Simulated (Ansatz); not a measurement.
# From three elastic constants to directional properties of TaC

Theory: DFT PBEsol, scalar-relativistic, plane waves, PAW (Ansatz). Plane waves to 420 eV; Γ-centred k mesh 16×16×16; Fermi-Dirac smearing of 0.15 eV. No spin polarisation.

The cell, relaxed at this level:
```cif
data_structure
_symmetry_space_group_name_H-M 'P 1'
_symmetry_Int_Tables_number 1
_cell_length_a 3.1399
_cell_length_b 3.1399
_cell_length_c 3.1399
_cell_angle_alpha 60.000
_cell_angle_beta 60.000
_cell_angle_gamma 60.000
_cell_volume 21.89
loop_
_atom_site_label
_atom_site_type_symbol
_atom_site_fract_x
_atom_site_fract_y
_atom_site_fract_z
_atom_site_occupancy
Ta1 Ta 0.00000 0.00000 0.00000 1
C1 C 0.50000 0.50000 0.50000 1
```

In a metal, frequencies and elastic constants depend on the k mesh and the smearing, soft modes and shear constants most. Spin–orbit coupling is left out, which can shift energies with elements as heavy as these.

With ions relaxed, on the cubic axes: C11 = 782.9, C12 = 123.5, C44 = 186.6 GPa. The density is 14.639 g/cm³.

Question: Is the crystal stable against strain, and how anisotropic is it?

Answer: Born's conditions hold: C11 + 2C12 = 1030.0, C11 − C12 = 659.4 and C44 = 186.6 GPa are all positive. B = (C11 + 2C12)/3 = 343.3 GPa. The two shear moduli are C44 and C′ = (C11 − C12)/2 = 329.7 GPa, so Zener's ratio is A = C44/C′ = 0.57: the shear C44 is the soft one, as in NaCl, KCl, the halide perovskites and the bcc metals V, Nb, Cr and Mo. The Cauchy pressure C12 − C44 is -63.0 GPa; it would vanish for pair forces between atoms on inversion centres at zero pressure, and a negative value is usual with directional bonding, though many-body forces give one in some ionic oxides too.

Question: Give the sound speeds along the three symmetry directions.

Answer: The Christoffel equation gives ρv² for each branch:
```tsv
direction	branch	ρv²	GPa	v (m/s)
[100]	L	C11	782.9	7313
[100]	T (×2)	C44	186.6	3570
[110]	L	(C11 + C12 + 2C44)/2	639.8	6611
[110]	T, u ∥ [001]	C44	186.6	3570
[110]	T, u ∥ [1-10]	(C11 − C12)/2	329.7	4746
[111]	L	(C11 + 2C12 + 4C44)/3	592.1	6360
[111]	T (×2)	(C11 − C12 + C44)/3	282.0	4389
```

Question: How does Young's modulus depend on direction?

Answer: Inverting gives S11 = 1.335, S12 = -0.182, S44 = 5.360 TPa⁻¹. Along a unit vector (l, m, n), 1/E = S11 − 2(S11 − S12 − S44/2)(l²m² + m²n² + n²l²), where the last bracket is 0, 1/4 and 1/3 for [100], [110] and [111]: E = 749, 522 and 474 GPa. With A < 1 the cube edge is stiffest. For a film on (001), the biaxial modulus is C11 + C12 − 2C12²/C11 = 867 GPa and the normal strain is −2C12/C11 = -0.32 times the in-plane one.

Cost: 2 runs of about 1.7 core-minutes in all, on Arm Neoverse V1 (shared hosts).

TaC is stiffest where strain changes the length of the Ta–C bonds. In the rocksalt structure these bonds run along the cube axes, where carbon 2p orbitals overlap head-on with the tantalum 5d orbitals of eg type. Both C11 and C′ stretch or compress them, whereas the C44 shear leaves their lengths unchanged to first order and mainly bends the bond angles. This accounts for C44 being only 0.57 of C′, and for Young's modulus falling from 749 GPa along [100] to 474 GPa along [111]. That bending still costs 186.6 GPa, more than C12, fits a covalent contribution with real angular stiffness, although the elastic constants alone cannot separate it from other many-body forces. Compared with the carbides of the titanium group, tantalum's extra valence electron enters metal d states of t2g type, which probably weakens the resistance to this shear. The positive moduli establish stability against small homogeneous strains only, not against phonons of finite wavevector or the loss of carbon, to which this carbide is prone.
